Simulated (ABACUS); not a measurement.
PbF2 (Fluorocronite) under changes of volume

One of the cells (17.354 Å³/atom); the others are scaled copies at fixed shape and fractional positions:

```
Pb F
1.0
     0.00000    2.96366    2.96366
     2.96366    0.00000    2.96366
     2.96366    2.96366    0.00000
Pb F
1 2
Cartesian
  0.0000 0.0000 0.0000
  4.4455 4.4455 4.4455
  1.4818 1.4818 1.4818
```

```yaml
Program: ABACUS 3.10.1
Functional: PBEsol
Potentials_or_basis: PseudoDojo NC SR 0.4.1 PBEsol standard
Cutoff: 1143 eV
Density_cutoff: 4572 eV
Basis: plane waves
k_mesh: 8 × 8 × 8
Occupations: fermi-dirac, width 0.05 eV
Spin: no spin polarisation
```

| volume (Å³/atom) | energy over the lowest point (meV/atom) | pressure (GPa) | gap on the mesh (eV) |
| --- | --- | --- | --- |
| 16.313 | 9.69 | 4.1 | 4.29 |
| 16.660 | 2.88 | 2.2 | 4.30 |
| 17.007 | 0.00 | 0.5 | 4.31 |
| 17.354 | 0.61 | -1.0 | 4.32 |
| 17.701 | 4.32 | -2.4 | 4.32 |
| 18.048 | ? | ? | ? |
| 18.395 | 19.72 | -4.7 | 4.31 |

Question: What does the run at 18.048 Å³/atom give?

Answer: Energy over the lowest point 10.80 meV/atom; pressure -3.6 GPa; gap on the mesh 4.32 eV.

Worked out: A Birch-Murnaghan fit of order 3 (a polynomial in V^(-2/3)) to the other rows has its minimum at 17.12 Å³/atom with B0 = V·E''(V) = 77 GPa and B' = 4.8. It gives 10.79 meV/atom at 18.048 Å³/atom, against the run's 10.80, and -dE/dV = -3.6 GPa, against -3.6. A parabola through the other rows of the gap, of slope -0.216 eV per unit of ln V there, gives 4.32 eV, against the run's 4.32.

Energies are extrapolated to zero smearing.

Caveats: spin-orbit coupling is left out, which as a rule narrows the gap of such compounds by several tenths of an eV.

A mesh can miss the band edges.
